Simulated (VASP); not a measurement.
Here is a VASP 6.6.1 calculation.

File INCAR:

```
  PREC = Accurate
  ENCUT = 520
  EDIFF = 1E-7
  ISMEAR = 0
  SIGMA = 0.05
  LREAL = F
  LASPH = T
  NELM = 100
  ALGO = Fast
  ISIF = 2
  LWAVE = F
  LCHARG = F
  GGA = PE
  NBANDS = 11
```

KPOINTS

```
regular mesh
0
Gamma
  8 8 8
```

Contents of POSCAR:

```
AlP
1.0
    0.0000000000      2.7255000000      2.7255000000
    2.7255000000      0.0000000000      2.7255000000
    2.7255000000      2.7255000000      0.0000000000
Al P
1 1
Direct
    0.0000000000      0.0000000000      0.0000000000
    0.7500000000      0.7500000000      0.7500000000
```

Potentials or basis: VASP PAW PBE potentials, release 64 (Al, P).

The run is started by

```console
$ cat potpaw_PBE.64/Al/POTCAR potpaw_PBE.64/P/POTCAR > POTCAR
$ mpirun -np 1 vasp_std > vasp.out
```

Problem. What does it give for the pressure?

Solution. 2.6 GPa.

Problem. What does it give for the band gap on the k mesh?

Solution. 1.57 eV, indirect (least direct gap 3.35 eV).

**What was measured.**

From a printed reference work, data compilation, for a bulk crystal of AlP at 4.2 K: band gap 2.505 eV (indirect).

Measured gap of AlP: 2.505 eV (indirect; 4.2 K; a printed reference work, data compilation). This calculation gives 1.57 eV (-0.94 eV). The value is that of PBE on a finite k mesh, which can miss the band edges, without temperature or zero-point motion. Semilocal functionals fall short of measured gaps as a rule.
